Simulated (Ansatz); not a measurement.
Write the native input for Ansatz 0.2.0 that does the following.

| Item | Value |
| --- | --- |
| Task | band structure |
| Functional | revPBE |
| Potentials or basis | Ansatz PAW |
| Cutoff | 420 eV (not typed: the program's choice for these potentials) |
| k mesh | 10 × 10 × 8 |
| Occupations | fermi-dirac, width 0.05 eV |
| Spin | no spin polarisation |
| Path | [["G", "M", "K", "G", "A", "L", "H", "A"], ["L", "M"], ["K", "H"]] |
| Points for each segment of the path | 14 |

Crystal: HfB2.

```
CELL_PARAMETERS angstrom
3.14000 0.00000 0.00000
-1.57000 2.71932 0.00000
0.00000 0.00000 3.48000
ATOMIC_POSITIONS crystal
Hf 0.00000 0.00000 0.00000
B 0.66667 0.33333 0.50000
B 0.33333 0.66667 0.50000
```

These files were run (other wordings do the same):

input.yaml

```yaml
crystal:
  lattice:
    - [3.14, 0.0, 0.0]
    - [-1.57, 2.7193197679, 0.0]
    - [0.0, 0.0, 3.48]
  atoms:
    - { symbol: Hf, position: [0.0, 0.0, 0.0] }
    - { symbol: B, position: [0.6666666667, 0.3333333333, 0.5] }
    - { symbol: B, position: [0.3333333333, 0.6666666667, 0.5] }
hamiltonian:
  xc: revpbe
  pseudopotentials: { kind: paw }
kpoints:
  mp_grid: { grid: [10, 10, 8] }
  band_path:
    path:
      - [[0.0, 0.0, 0.0], [0.5, 0.0, 0.0], [0.3333333333, 0.3333333333, 0.0], [0.0, 0.0, 0.0], [0.0, 0.0, 0.5], [0.5, 0.0, 0.5], [0.3333333333, 0.3333333333, 0.5], [0.0, 0.0, 0.5]]
      - [[0.5, 0.0, 0.5], [0.5, 0.0, 0.0]]
      - [[0.3333333333, 0.3333333333, 0.0], [0.3333333333, 0.3333333333, 0.5]]
    npoints: 14
scf:
  occupations: { method: fermi_dirac, width: 0.05 }
  n_extra_bands: 7
output:
  forces: true
  stress: true
  eigenvalues: true
  fatbands: true
  write_density: true
  write_potential: true
  elf: true
  volumetric_format: npy
```

Potentials or basis: Ansatz PAW.

Command:

```console
$ ansatz run input.yaml --threads 2 --pin off --max-ram 5632MiB --backend cpu --events-out ev --progress --plain --runs-dir out
```

Results of the run:

The pressure is 4.6 GPa and the band gap on the k mesh is none (metal or under the smearing width).

Caveat: spin-orbit coupling is left out, which moves the levels of the heavy elements; the PAW data sets come from PBE, with cores solved anew for the run's functional, which leaves a small shift of forces and pressure.

Wall time 1.1 s on 2 threads of AMD EPYC 9R45 96-Core Processor (Zen 5) (shared host), peak memory 0.44 GiB.
